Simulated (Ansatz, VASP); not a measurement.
**One calculation of La, two programs**

```xyz
4
Lattice="3.7963 0.0000 0.0000 -1.8982 3.2877 0.0000 0.0000 0.0000 12.0413" Properties=species:S:1:pos:R:3 pbc="T T T"
La    0.0000    0.0000    0.0000
La    0.0000    0.0000    6.0206
La    0.0000    2.1918    3.0103
La    1.8982    1.0959    9.0309
```

Alike in both runs: task single point; functional PBEsol; k mesh 6 × 6 × 2; occupations gaussian, width 0.1 eV; no spin polarisation.

|  | VASP | Ansatz |
| --- | --- | --- |
| version | VASP 6.6.1 | Ansatz 0.2.0 |
| potentials or method | VASP PAW PBE potentials, release 64 (La) | scalar-relativistic, plane waves, PAW |
| plane-wave cutoff (eV) | 520 | 420 |
| valence electrons in the cell | 44 | 44 |

```csv
,VASP,Ansatz,Ansatz less VASP
gap on the k mesh at the Fermi level (eV),none,none,-
pressure (GPa),-2.2,-2.2,-0.03
largest component of the traceless stress (GPa),0.41,0.41,-0.007
```

A gap of «none» marks a metal or a gap that the smearing closes. With one functional, cell and mesh, what is left measures potentials, basis and numerics. Ansatz warned: «pseudo_functional_mismatch».

Caveats: the PAW data sets were made with another functional, which shifts forces and pressure a little (VASP). Spin-orbit coupling is left out, which matters for the levels of La.
